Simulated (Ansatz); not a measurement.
PbO2:

```
Pb O
1.0
     0.00000    2.70199    2.70199
     2.70199    0.00000    2.70199
     2.70199    2.70199    0.00000
Pb O
1 2
Direct
  0.00000 0.00000 0.00000
  0.75000 0.75000 0.75000
  0.25000 0.25000 0.25000
```

The cell comes from a database or a generator and needn't be the stable form of this composition.

Base run:

```yaml
Program: Ansatz 0.2.0
Functional: PBEsol
Potentials_or_basis: all-electron LAPW, scalar-relativistic
Cutoff: 291 eV (chosen from the basis error)
Basis_error_allowed: 0.002 eV/atom
k_mesh: 9 × 9 × 9
Occupations: fermi-dirac, width 0.05 eV
Spin: no spin polarisation
```

Its results: pressure -5.7 GPa.

The run is repeated on the same cell with these changes: functional from PBEsol to LDA. What comes out?

Pressure -10.0 GPa.

LDA binds more tightly than PBEsol, so the same cell stands under less pressure.
